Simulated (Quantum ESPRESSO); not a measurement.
Crystal: Co.

```
CELL_PARAMETERS angstrom
2.47200 0.00000 0.00000
-1.23600 2.14081 0.00000
0.00000 0.00000 4.02114
ATOMIC_POSITIONS crystal
Co 0.66667 0.33333 0.75000
Co 0.33333 0.66667 0.25000
```

Base run:

```yaml
Program: Quantum ESPRESSO 7.5
Functional: PBEsol
Potentials_or_basis: GBRV 1.5 PBEsol
Cutoff: 762 eV
Density_cutoff: 6095 eV
k_mesh: 12 × 12 × 7
Occupations: fermi-dirac, width 0.05 eV
Spin: collinear spin, ferromagnetic start
Starting_moments: "[2.0, 2.0] μB"
```

Its results: band gap on the k mesh none (metal or under the smearing width); pressure -5.4 GPa; net moment 3.29 μB per cell; site moments Co +1.72 μB.

Task: After a change of settings the same cell gave: band gap on the k mesh none (metal or under the smearing width); pressure 6.4 GPa; net moment 3.86 μB per cell; site moments Co +2.09 μB. Which change was it?
A. hubbard terms from none to Co d U = 8 eV; hubbard projectors from none to ortho-atomic
B. functional from PBEsol to LDA; potentials or basis from GBRV 1.5 PBEsol to PseudoDojo 0.4.1 SR LDA standard; cutoff from 762 eV to 1306 eV; density cutoff from 6095 eV to 5225 eV
C. functional from PBEsol to PBE; potentials or basis from GBRV 1.5 PBEsol to PseudoDojo 0.4.1 SR PBE standard; cutoff from 762 eV to 1306 eV; density cutoff from 6095 eV to 5225 eV
D. functional from PBEsol to PBE; potentials or basis from GBRV 1.5 PBEsol to SSSP 1.3 efficiency PBE; cutoff from 762 eV to 748 eV; density cutoff from 6095 eV to 5987 eV

Result: A.

Caveats: the U is typed as a test and isn't derived for this compound (some runs).

Not every run made on this cell is shown here.
